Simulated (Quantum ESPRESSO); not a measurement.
Au under changes of volume

One of the cells (18.207 Å³/atom); the others are scaled copies at fixed shape and fractional positions:

```
Au
1.0
    -1.65727    1.65727    1.65727
     1.65727   -1.65727    1.65727
     1.65727    1.65727   -1.65727
Au
1
Direct
  0.00000 0.00000 0.00000
```

This isn't the form of Au at room conditions, which is fcc.

```yaml
Program: Quantum ESPRESSO 7.5
Functional: PBE
Potentials_or_basis: SSSP 1.3 efficiency PBE
Cutoff: 816 eV
Density_cutoff: 3265 eV
k_mesh: 11 × 11 × 11
Occupations: fermi-dirac, width 0.05 eV
Spin: no spin polarisation
```

```csv
volume (Å³/atom),energy over the lowest point (meV/atom),pressure (GPa)
17.115,?,?
17.479,5.96,4.1
17.843,0.00,1.0
18.207,0.58,-1.7
18.571,6.89,-4.1
18.935,18.27,-6.1
19.299,34.07,-7.9
```

Question: What does the run at 17.115 Å³/atom give?

Answer: Energy over the lowest point 19.41 meV/atom; pressure 7.7 GPa.

Worked out: A Birch-Murnaghan fit of order 3 (a polynomial in V^(-2/3)) to the other rows has its minimum at 17.99 Å³/atom with B0 = V·E''(V) = 135 GPa and B' = 5.4. It gives 19.35 meV/atom at 17.115 Å³/atom, against the run's 19.41, and -dE/dV = 7.7 GPa, against 7.7.

Energies are extrapolated to zero smearing.
